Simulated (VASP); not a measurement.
A run of VASP 6.6.1 is set up as follows.

File INCAR:

```
SYSTEM = AlN
ALGO = Fast
EDIFF = 1E-6
EDIFFG = -0.005
ENCUT = 600
GGA = PE
IBRION = 2
ISIF = 3
ISMEAR = 0
LASPH = .True.
LCHARG = .False.
LREAL = .False.
LWAVE = .False.
NELM = 100
NSW = 100
PREC = Accurate
SIGMA = 0.02
```

Contents of KPOINTS:

```
k-points
0
Gamma
  9 9 6
  0 0 0
```

POSCAR

```
AlN
1.0
    3.1130000000      0.0000000000      0.0000000000
   -1.5565000000      2.6959370820      0.0000000000
    0.0000000000      0.0000000000      4.9810000000
Al N
2 2
Direct
    0.3333333333      0.6666666667      0.0000000000
    0.6666666667      0.3333333333      0.5000000000
    0.3333333333      0.6666666667      0.3800000000
    0.6666666667      0.3333333333      0.8800000000
```

Potentials or basis: VASP PAW PBE potentials, release 64 (Al, N).

Command:

```console
$ cat potpaw_PBE.64/Al/POTCAR potpaw_PBE.64/N/POTCAR > POTCAR
$ mpirun -np 1 vasp_std > vasp.out
```

Question: What does it give for the space group after relaxing (to 0.05 Å)?

Answer: P6_3mc (No. 186).

Question: What does it give for the relaxed cell?

Answer: a = 3.128 Å, b = 3.128 Å, c = 5.015 Å, α = 90.00°, β = 90.00°, γ = 120.00°.

Question: What does it give for the relaxed volume?

Answer: 10.63 Å³/atom.

Question: Estimate the band gap on the k mesh.

Answer: 4.06 eV, direct.

Final structure:
```xyz
4
Lattice="3.1282 0.0000 0.0000 -1.5641 2.7091 0.0000 0.0000 0.0000 5.0154" Properties=species:S:1:pos:R:3 pbc="T T T"
Al    0.0000    1.8061    5.0115
Al    1.5641    0.9030    2.5038
N     0.0000    1.8061    1.9097
N     1.5641    0.9030    4.4174
```

Caveat: an odd mesh through Γ misses points on the zone boundary, where band edges often lie. PBE usually gives volumes a little too large and moduli too small.
